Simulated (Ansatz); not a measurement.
# Ir: relaxing cell and atoms

Aim: in Ir, a known structure type filled with other elements, at an estimated volume, relax cell and atoms, then read levels, charges and fields where it ends.

This is Ir in the hcp structure; at room conditions it is fcc.

Method: DFT, PBE, no spin polarisation, plane waves, PAW, in Ansatz 0.2.0.

**1. The structure**

Symmetry: P6_3/mmc, No. 194, hexagonal system. The conventional cell has a = 2.783 Å, b = 2.783 Å, c = 4.394 Å, α = 90.00°, β = 90.00°, γ = 120.00°. Ir (site symmetry -6m2) has 12 Ir at 2.72 to 2.78 Å as nearest neighbours.

The coordinates stand in the input below.

It starts from an earlier solution of the starting cell (checkpoint.read).

**2. Relaxing**

Contents of input.yaml:

```yaml
crystal:
  lattice:
    - [1.391498, 2.410142, 0.0]
    - [-1.391498, 2.410142, 0.0]
    - [0.0, 0.0, 4.394472]
  atoms:
    - { symbol: Ir, position: [0.33333, 0.33334, 0.25] }
    - { symbol: Ir, position: [0.66666, 0.66667, 0.75] }
  symmetry: { tolerance: 0.0003 }
kpoints:
  mp_grid: { grid: [14, 14, 8], shift: [0, 0, 0] }
magnetization:
  spin_polarized: false
scf:
  occupations: { method: fermi_dirac }
  lower_state_search: "off"
hamiltonian:
  pseudopotentials: { kind: paw }
  xc: pbe
basis:
  ecutwfc: 420
  fft_grid_basis: typed
relax:
  max_steps: 80
  cell: { p_target: 0.0 }
output:
  forces: true
  stress: true
  eigenvalues: true
  bader: true
  populations: true
  elf: true
  write_potential: true
  volumetric_format: npy
  dos:
    e_range: [-12, 8]
    de: 0.05
    projected: { site_lists: { Ir: [Ir] } }
  write_density: true
checkpoint:
  read: saved_state
```

Launch:

```sh
$ ansatz run input.yaml --threads 2 --pin off --max-ram 3584MiB --backend cpu --events-out ev --progress --plain --runs-dir out
```

Before running it: what results should come out? Wanted: moves; energy gained; largest move; cell; volume; pressure at the end; character.

**Answer**, as computed:

| quantity | value |
| --- | --- |
| moves | 3 |
| energy gained | 7.8 meV/atom |
| largest move | 0.00 Å |
| space group (0.01 Å), before / after | P6_3/mmc / P6_3/mmc |
| cell | a = 2.750 Å, b = 2.750 Å, c = 4.452 Å, α = 90.00°, β = 90.00°, γ = 60.00° |
| volume | 14.58 Å³/atom (-1.1 %) |
| pressure at the end | 0.00 GPa |
| character | metal |
| density of states, mean within 0.25 eV of the Fermi level | 2.5 per eV per cell |

In words: The volume shrank by 1.1 %, and the atoms end where they began within the cell; the energy fell by 7.8 meV per atom. With 24 symmetry operations imposed, the end may be a saddle point towards distortions that break them. The cell is metallic; within 0.25 eV of the Fermi level the density of states averages 2.5 per eV per cell, mostly Ir d (96 %).

Keep in mind: many states at the Fermi level without spin polarisation, so a magnetic state may lie lower.
